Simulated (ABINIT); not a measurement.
# Bi (P2/m) in ABINIT: equation of state

Aim: energy against volume of Bi in PBEsol, for its equilibrium volume and stiffness.

Program: ABINIT 10.8.3 (patched build). These are calculated values, not measurements. Logs are shortened: lines on timing, memory, paths and dates and some standing lists are left out, and cuts for length are marked. The log counts tension as positive stress, the text compression.

### 1 The structure

It takes space group P2/m (No. 10, monoclinic). Conventional cell: a = 3.238 Å, b = 3.222 Å, c = 6.444 Å, α = 90.00°, β = 90.72°, γ = 90.00°. Around Bi (site symmetry m) lie 6 Bi at 3.22 to 3.24 Å.

This isn't the form of Bi at room conditions, which is rhombohedral.

### 2 Equation of state, PBEsol

Input file run.abi:

```
ndtset 7
getwfk -1
scalecart1 3*0.9795861087
scalecart2 3*0.9864848297
scalecart3 3*0.9932883884
scalecart4 3*1.0000000000
scalecart5 3*1.0066227096
scalecart6 3*1.0131594038
scalecart7 3*1.0196128224

pp_dirpath "./"
pseudos "Bi.upf"

acell 3*1.0 Angstrom
rprim
     3.2383762460     0.0000000000     0.0000000000
     0.0000000000     3.2216433200     0.0000000000
    -0.0804548793     0.0000000000     6.4438887882
ntypat 1
znucl 83
natom 2
typat 1 1
xred
     0.5442472500     0.0000000000     0.7495778900
     0.4557527500     0.0000000000     0.2504221100
chkprim 0
chksymtnons 0
tolsym 1.0e-6

ecut 33.0

kptopt 1
ngkpt 8 8 4
nshiftk 1
shiftk 0.0 0.0 0.0

ixc -116133

nband 19
occopt 3
tsmear 0.05 eV

nstep 100
tolvrs 1.0e-10

iomode 3
prtwf 1
prtden 0
prteig 0
prtebands 0
enunit 2
```

Potentials or basis: PseudoDojo NC SR PBEsol v0.4.1 standard.

Launch:

```console
abinit run.abi > log 2>&1
```

run.abo:

```text
.Version 10.8.3 of ABINIT
 DATASET    1 : space group P2/m (# 10); Bravais mP (primitive monocl.)
================================================================================
 Values of the parameters that define the memory need for DATASET  1.
     intxc =       0    ionmov =       0      iscf =       7    lmnmax =       6
     lnmax =       6     mgfft =      64  mpssoang =       3    mqgrid =    3085
     natom =       2  nloc_mem =       1    nspden =       1   nspinor =       1
    nsppol =       1      nsym =       4    n1xccc =    2501    ntypat =       1
    occopt =       3   xclevel =       2
       mpw =        3883          nfft =       65536          nkpt =          90
================================================================================
================================================================================
[... 61 lines left out ...]
 DATASET    7 : space group P2/m (# 10); Bravais mP (primitive monocl.)
================================================================================
 Values of the parameters that define the memory need for DATASET  7.
     intxc =       0    ionmov =       0      iscf =       7    lmnmax =       6
     lnmax =       6     mgfft =      72  mpssoang =       3    mqgrid =    3211
     natom =       2  nloc_mem =       1    nspden =       1   nspinor =       1
    nsppol =       1      nsym =       4    n1xccc =    2501    ntypat =       1
    occopt =       3   xclevel =       2
       mpw =        4394          nfft =       93312          nkpt =          90
================================================================================
================================================================================

--------------------------------------------------------------------------------
------------- Echo of variables that govern the present computation ------------
--------------------------------------------------------------------------------
 -outvars: echo values of preprocessed input variables --------
            acell      1.8897261259E+00  1.8897261259E+00  1.8897261259E+00 Bohr
              amu      2.08980370E+02
          chkprim           0
      chksymtnons           0
             ecut      3.30000000E+01 Hartree
           enunit           2
           getwfk          -1
                       outvar_i_n : Printing only first  50 k-points.
              ixc     -116133
           jdtset        1    2    3    4    5    6    7
                       outvar_i_n : Printing only first  50 k-points.
         kptrlatt        8    0    0      0    8    0      0    0    4
          kptrlen1     4.77099464E+01
          kptrlen2     4.80459430E+01
          kptrlen3     4.83773048E+01
          kptrlen4     4.87041884E+01
          kptrlen5     4.90267421E+01
          kptrlen6     4.93451065E+01
          kptrlen7     4.96594150E+01
            natom           2
            nband          19
           ndtset           7
            ngfft1         32      32      64
            ngfft2         32      32      64
            ngfft3         32      32      64
            ngfft4         32      32      64
            ngfft5         32      32      64
            ngfft6         36      32      64
            ngfft7         36      36      72
             nkpt          90
            nstep         100
             nsym           4
           ntypat           1
                       prtocc : prtvol=0, do not print more k-points.
           occopt           3
           prtden           0
        prtebands           0
           prteig           0
            rprim1     3.1722683853E+00  0.0000000000E+00  0.0000000000E+00
                       0.0000000000E+00  3.1558770435E+00  0.0000000000E+00
                      -7.8812482139E-02  0.0000000000E+00  6.3123439429E+00
            rprim2     3.1946090395E+00  0.0000000000E+00  0.0000000000E+00
                       0.0000000000E+00  3.1781022619E+00  0.0000000000E+00
                      -7.9367517905E-02  0.0000000000E+00  6.3567985338E+00
            rprim3     3.2166415224E+00  0.0000000000E+00  0.0000000000E+00
                       0.0000000000E+00  3.2000209013E+00  0.0000000000E+00
                      -7.9914897399E-02  0.0000000000E+00  6.4006399095E+00
            rprim4     3.2383762460E+00  0.0000000000E+00  0.0000000000E+00
                       0.0000000000E+00  3.2216433200E+00  0.0000000000E+00
                      -8.0454879300E-02  0.0000000000E+00  6.4438887882E+00
            rprim5     3.2598230715E+00  0.0000000000E+00  0.0000000000E+00
                       0.0000000000E+00  3.2429793281E+00  0.0000000000E+00
                      -8.0987708602E-02  0.0000000000E+00  6.4865647923E+00
            rprim6     3.2809913467E+00  0.0000000000E+00  0.0000000000E+00
                       0.0000000000E+00  3.2640382253E+00  0.0000000000E+00
                      -8.1513617544E-02  0.0000000000E+00  6.5286865228E+00
            rprim7     3.3018899442E+00  0.0000000000E+00  0.0000000000E+00
                       0.0000000000E+00  3.2848288383E+00  0.0000000000E+00
                      -8.2032826559E-02  0.0000000000E+00  6.5702716346E+00
          spgroup          10
           tolsym      1.00000000E-06
           tolvrs      1.00000000E-10
           tsmear      1.83746611E-03 Hartree
            typat      1  1
                       outvars : Printing only first  50 k-points.
           xangst1     1.6674222509E+00  0.0000000000E+00  4.7315934537E+00
                       1.4260336523E+00  0.0000000000E+00  1.5807504892E+00
           xangst2     1.6791650480E+00  0.0000000000E+00  4.7649156321E+00
                       1.4360764736E+00  0.0000000000E+00  1.5918829017E+00
           xangst3     1.6907458626E+00  0.0000000000E+00  4.7977781580E+00
                       1.4459807624E+00  0.0000000000E+00  1.6028617515E+00
           xangst4     1.7021701677E+00  0.0000000000E+00  4.8301965613E+00
                       1.4557511990E+00  0.0000000000E+00  1.6136922269E+00
           xangst5     1.7134431464E+00  0.0000000000E+00  4.8621855504E+00
                       1.4653922165E+00  0.0000000000E+00  1.6243792419E+00
           xangst6     1.7245697123E+00  0.0000000000E+00  4.8937590682E+00
                       1.4749080169E+00  0.0000000000E+00  1.6349274546E+00
           xangst7     1.7355545289E+00  0.0000000000E+00  4.9249303486E+00
                       1.4843025887E+00  0.0000000000E+00  1.6453412860E+00
            xcart1     3.1509713905E+00  0.0000000000E+00  8.9414157666E+00
                       2.6948130491E+00  0.0000000000E+00  2.9871854980E+00
            xcart2     3.1731620609E+00  0.0000000000E+00  9.0043855578E+00
                       2.7137912311E+00  0.0000000000E+00  3.0082227087E+00
            xcart3     3.1950466289E+00  0.0000000000E+00  9.0664867314E+00
                       2.7325076242E+00  0.0000000000E+00  3.0289697280E+00
            xcart4     3.2166354366E+00  0.0000000000E+00  9.1277486351E+00
                       2.7509710736E+00  0.0000000000E+00  3.0494363604E+00
            xcart5     3.2379382790E+00  0.0000000000E+00  9.1881990636E+00
                       2.7691899561E+00  0.0000000000E+00  3.0696318919E+00
            xcart6     3.2589644412E+00  0.0000000000E+00  9.2478643651E+00
                       2.7871722128E+00  0.0000000000E+00  3.0895651249E+00
            xcart7     3.2797227362E+00  0.0000000000E+00  9.3067695480E+00
                       2.8049253807E+00  0.0000000000E+00  3.1092444142E+00
             xred      5.4424725000E-01  0.0000000000E+00  7.4957789000E-01
                       4.5575275000E-01  0.0000000000E+00  2.5042211000E-01
            znucl       83.00000

================================================================================

 chkinp: Checking input parameters for consistency, jdtset=   1.

 chkinp: Checking input parameters for consistency, jdtset=   2.
[... 32 lines left out ...]
--- Pseudopotential description ------------------------------------------------
- pspini: atom type   1  psp file is ./Bi.upf
12 -116133 2 -1 1472                          pspcod,pspxc,lmax,lloc,mmax
     nproj     2     2     2

   2.57404668E+03                                ecore*ucvol(ha*bohr**3)
--------------------------------------------------------------------------------

================================================================================

--- !BeginCycle
iteration_state: {dtset: 1, }
solver: {iscf: 7, nstep: 100, nline: 4, wfoptalg: 0, }
tolerances: {tolvrs: 1.00E-10, }
...
[... 972 lines left out ...]
 getcut: wavevector=  0.0000  0.0000  0.0000  ngfft=  36  36  72
         ecut(hartree)=     33.000   => boxcut(ratio)=   2.23127

 getcut : COMMENT -
  Note that boxcut > 2.2 ; recall that boxcut=Gcut(box)/Gcut(sphere) = 2
  is sufficient for exact treatment of convolution.
  Such a large boxcut is a waste : you could raise ecut
  e.g. ecut=   41.073294 Hartrees makes boxcut=2

--- Pseudopotential description ------------------------------------------------
- pspini: atom type   1  psp file is ./Bi.upf
12 -116133 2 -1 1472                          pspcod,pspxc,lmax,lloc,mmax
     nproj     2     2     2
[... 133 lines left out ...]
-Cartesian components of stress tensor (GPa)         [Pressure= -3.0774E+00 GPa]
- sigma(1 1)=  3.21913318E+00  sigma(3 2)=  0.00000000E+00
- sigma(2 2)=  2.59854114E+00  sigma(3 1)=  5.14362896E-02
- sigma(3 3)=  3.41451432E+00  sigma(2 1)=  0.00000000E+00

== END DATASET(S) ==============================================================
================================================================================

 -outvars: echo values of variables after computation  --------
            acell      1.8897261259E+00  1.8897261259E+00  1.8897261259E+00 Bohr
           etotal1    -1.6385255000E+02
           etotal2    -1.6385336039E+02
           etotal3    -1.6385376634E+02
           etotal4    -1.6385381161E+02
           etotal5    -1.6385353576E+02
           etotal6    -1.6385297323E+02
           etotal7    -1.6385215578E+02
            fcart1     4.7087431925E-04 -0.0000000000E+00 -3.2236183653E-05
                      -4.7087431925E-04 -0.0000000000E+00  3.2236183653E-05
            fcart2     3.3407736288E-04 -0.0000000000E+00 -9.7531687054E-05
                      -3.3407736288E-04 -0.0000000000E+00  9.7531687054E-05
            fcart3     2.0515043228E-04 -0.0000000000E+00 -1.5743991196E-04
                      -2.0515043228E-04 -0.0000000000E+00  1.5743991196E-04
            fcart4     8.3638139040E-05 -0.0000000000E+00 -2.1253218635E-04
                      -8.3638139040E-05 -0.0000000000E+00  2.1253218635E-04
            fcart5    -3.0781605783E-05 -0.0000000000E+00 -2.6331959787E-04
                       3.0781605783E-05 -0.0000000000E+00  2.6331959787E-04
[... 38 lines left out ...]
                       0.0000000000E+00  1.7482839484E-06  0.0000000000E+00
           xangst1     1.6674222509E+00  0.0000000000E+00  4.7315934537E+00
                       1.4260336523E+00  0.0000000000E+00  1.5807504892E+00
           xangst2     1.6791650480E+00  0.0000000000E+00  4.7649156321E+00
                       1.4360764736E+00  0.0000000000E+00  1.5918829017E+00
           xangst3     1.6907458626E+00  0.0000000000E+00  4.7977781580E+00
                       1.4459807624E+00  0.0000000000E+00  1.6028617515E+00
           xangst4     1.7021701677E+00  0.0000000000E+00  4.8301965613E+00
                       1.4557511990E+00  0.0000000000E+00  1.6136922269E+00
           xangst5     1.7134431464E+00  0.0000000000E+00  4.8621855504E+00
                       1.4653922165E+00  0.0000000000E+00  1.6243792419E+00
           xangst6     1.7245697123E+00  0.0000000000E+00  4.8937590682E+00
                       1.4749080169E+00  0.0000000000E+00  1.6349274546E+00
           xangst7     1.7355545289E+00  0.0000000000E+00  4.9249303486E+00
                       1.4843025887E+00  0.0000000000E+00  1.6453412860E+00
             xred      5.4424725000E-01  0.0000000000E+00  7.4957789000E-01
                       4.5575275000E-01  0.0000000000E+00  2.5042211000E-01
 Calculation completed.
```

It took 19 min on 1 thread of Arm Neoverse V1, shared host; peak memory 0.22 GiB.

What came out:

```yaml
Equilibrium_volume: 33.37 Å³/atom
Bulk_modulus_at_fixed_shape_and_positions: 54 GPa
Pressure_derivative_of_the_bulk_modulus: 4.7
```

Energy against volume, from the lowest point:
```csv
volume (Å³/atom),energy (meV/atom)
31.597,17.17
32.270,6.14
32.942,0.62
33.614,0.00
34.286,3.75
34.959,11.41
35.631,22.53
```

Caveat: pressures at fixed basis lie under the slope of the energies; the cell was scaled at fixed shape and fractional positions, which overstates the stiffness of a crystal with free parameters, most of all of layers and chains.
